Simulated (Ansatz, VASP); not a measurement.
**V: VASP beside Ansatz**

INCAR

```
PREC = Accurate
ENCUT = 520
EDIFF = 1E-7
ISMEAR = 0
SIGMA = 0.1
LREAL = False
LASPH = True
NELM = 150
ALGO = Normal
ISIF = 2
LWAVE = False
LCHARG = False
ISPIN = 2
MAGMOM = 2
LORBIT = 11
LMAXMIX = 4
GGA = PS
NBANDS = 16
```

File KPOINTS:

```
Automatic mesh
0
Gamma
  8 8 8
```

The input POSCAR:

```
V
1.0
   -1.5248108996      1.5248108996      1.5248108996
    1.5248108996     -1.5248108996      1.5248108996
    1.5248108996      1.5248108996     -1.5248108996
V
1
Direct
    0.0000000000      0.0000000000      0.0000000000
```

Input for Ansatz:

```yaml
crystal:
  lattice:
    - [-1.5248108996, 1.5248108996, 1.5248108996]
    - [1.5248108996, -1.5248108996, 1.5248108996]
    - [1.5248108996, 1.5248108996, -1.5248108996]
  atoms:
    - { symbol: V, position: [0.0, 0.0, 0.0], spin: 2.0 }
basis:
  ecutwfc: 420
kpoints:
  mp_grid: { grid: [8, 8, 8] }
hamiltonian:
  xc: pbesol
scf:
  occupations: { method: gaussian, width: 0.1 }
  lower_state_search: "off"
output:
  forces: true
  stress: true
  eigenvalues: true
  populations: true
magnetization:
  spin_polarized: true
```

Alike in both runs: task single point; functional PBEsol; k mesh 8 × 8 × 8; occupations gaussian, width 0.1 eV; collinear spin.

```csv
,VASP,Ansatz
version,VASP 6.6.1,Ansatz 0.2.0
potentials or method,"VASP PAW PBE potentials, release 64 (V_sv)","scalar-relativistic, plane waves, PAW"
plane-wave cutoff (eV),520,420
valence electrons in the cell,13,13
```

|  | VASP | Ansatz | Ansatz less VASP |
| --- | --- | --- | --- |
| gap on the k mesh at the Fermi level (eV) | none | none | - |
| pressure (GPa) | -15.8 | -16.0 | -0.17 |
| net moment per atom (μB) | 0.00 | 0.00 | 0.000 |

A gap of «none» marks a metal or a gap that the smearing closes. With one functional, cell and mesh, what is left measures potentials, basis and numerics. Ansatz warned: «seeded_moment_not_kept».

Caveats: the k mesh is coarse (spacing up to 0.36 Å⁻¹), so the values aren't converged; so large a pressure means that the cell lies far from this level's equilibrium, or that cutoff or potentials fall short (VASP); the potentials were made for another functional, which shifts forces and pressure (VASP).
